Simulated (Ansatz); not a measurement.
# Cr (Cr, diamond): the cost of one run

Method: DFT PBE, plane waves (420 eV) with PAW, scalar-relativistic, in Ansatz 0.2.0.

**1. Starting point**

It takes space group Fd-3m (No. 227, cubic). The conventional cell has a = 5.060 Å, b = 5.060 Å, c = 5.060 Å, α = 90.00°, β = 90.00°, γ = 90.00°. Cr (site symmetry -43m) is surrounded by 4 Cr at 2.19 Å.

Coordinates:

```
CELL_PARAMETERS angstrom
0.00000 2.52977 2.52977
2.52977 0.00000 2.52977
2.52977 2.52977 0.00000
ATOMIC_POSITIONS crystal
Cr 0.12500 0.12500 0.12500
Cr 0.87500 0.87500 0.87500
```

**2. Relaxation of the cell**

input.yaml reads:

```yaml
crystal:
  lattice:
    - [0.0, 2.5297724266, 2.5297724266]
    - [2.5297724266, 0.0, 2.5297724266]
    - [2.5297724266, 2.5297724266, 0.0]
  atoms:
    - { symbol: Cr, position: [0.125, 0.125, 0.125] }
    - { symbol: Cr, position: [0.875, 0.875, 0.875] }
hamiltonian:
  xc: pbe
  pseudopotentials:
    kind: paw
    azcp:
      Cr: "pseudopotentials/Cr.paw.azcp"
basis:
  ecutwfc: 420
  fft_grid_basis: typed
kpoints:
  mp_grid: { grid: [11, 11, 11], shift: [0, 0, 0] }
magnetization:
  spin_polarized: false
scf:
  occupations: { method: fermi_dirac, width: 0.1 }
relax:
  max_steps: 60
  f_tol: 0.01
  cell: {}
```

On the command line:

```bash
$ ansatz run input.yaml --threads 1 --pin off --max-ram 3584MiB --backend cpu --events-out ev --progress --plain --runs-dir out
```

Q: Estimate wall time and peak memory on 1 thread of Intel Xeon Platinum 8259CL at 2.50GHz (Skylake/Cascade Lake), shared host.

About 11 s, with a peak of 0.51 GiB.
